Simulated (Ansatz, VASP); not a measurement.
Given: the input of a run of VASP 6.6.1 on Sr.

File INCAR:

```
PREC = Accurate ; ENCUT = 520
EDIFF = 1E-7 ; ISMEAR = -1
SIGMA = 0.05 ; LREAL = F
LASPH = T ; NELM = 80
ALGO = Normal ; ISIF = 2
LWAVE = F ; LCHARG = F
GGA = PE ; NBANDS = 11
```

File KPOINTS:

```
regular mesh
0
Gamma
  8 8 8
```

POSCAR

```
Sr
1.0
   -2.4350000000      2.4350000000      2.4350000000
    2.4350000000     -2.4350000000      2.4350000000
    2.4350000000      2.4350000000     -2.4350000000
Sr
1
Direct
    0.0000000000      0.0000000000      0.0000000000
```

Potentials or basis: VASP PAW PBE potentials, release 64 (Sr_sv).

Command:

```console
$ cat potpaw_PBE.64/Sr_sv/POTCAR > POTCAR
$ mpirun -np 1 vasp_std > vasp.out
```

Task: Set up the same calculation for Ansatz 0.2.0. Potentials there: Ansatz PAW.

Result: As run (the cutoff follows the program's own potentials):

Contents of input.yaml:

```yaml
crystal:
  lattice:
    - [-2.435, 2.435, 2.435]
    - [2.435, -2.435, 2.435]
    - [2.435, 2.435, -2.435]
  atoms:
    - { symbol: Sr, position: [0.0, 0.0, 0.0] }
hamiltonian:
  xc: pbe
  pseudopotentials: { kind: paw }
kpoints:
  mp_grid: { grid: [8, 8, 8] }
scf:
  occupations: { method: fermi_dirac, width: 0.05 }
output:
  forces: true
  stress: true
  eigenvalues: true
```

Potentials or basis: Ansatz PAW.

The run is started by

```bash
$ ansatz run input.yaml --threads 1 --pin off --max-ram 3584MiB --backend cpu --events-out ev --progress --plain --runs-dir out
```

Both were run:

|  | VASP | Ansatz | Ansatz less VASP |
| --- | --- | --- | --- |
| gap on the k mesh at the Fermi level (eV) | none | none | - |
| pressure (GPa) | -0.7 | -0.7 | 0.00 |

A gap of «none» marks a metal or a gap that the smearing closes. The functional is the same, so the differences come from potentials, cutoffs and numerics.
